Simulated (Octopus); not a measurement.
A run of Octopus 16.4:

File inp:

```
CalculationMode = gs
UnitsOutput = eV_Angstrom
PeriodicDimensions = 3
ExperimentalFeatures = yes
PseudopotentialSet = pseudodojo_pbesol
%LatticeParameters
 1*angstrom | 1*angstrom | 1*angstrom
%
%LatticeVectors
 3.48 | 0 | 0
 -1.74 | 3.0137684052 | 0
 0 | 0 | 5.59
%
%ReducedCoordinates
 "Pb" | 0.6666666667 | 0.3333333333 | 0.75
 "Pb" | 0.3333333333 | 0.6666666667 | 0.25
%
%Spacing
 0.14500000*angstrom | 0.14500000*angstrom | 0.14333333*angstrom
%
DerivativesOrder = 8
%KPointsGrid
 9 | 9 | 5
%
KPointsUseSymmetries = yes
XCFunctional = gga_x_pbe_sol + gga_c_pbe_sol
SmearingFunction = fermi_dirac
Smearing = 0.05*eV
ExtraStates = 6
Eigensolver = chebyshev_filter
ConvRelDens = 3e-7
MaximumIter = 120
%Output
 density | cube
 elf | cube
 potential | cube
%
```

Potentials or basis: pseudodojo_pbesol (PseudoDojo 0.4, PBEsol).

Run with:

```console
$ OMP_NUM_THREADS=1 octopus > out.log
```

Hardware: 1 thread of Arm Neoverse V2 (shared host).

**Question.** How long does it take, and how much memory?

**Answer.** Wall time 5.1 min on 1 thread of Arm Neoverse V2, with other jobs on the host, peak memory 1.2 GiB. Counts: scf iterations 13, k points 50, grid 22464, bands 20.
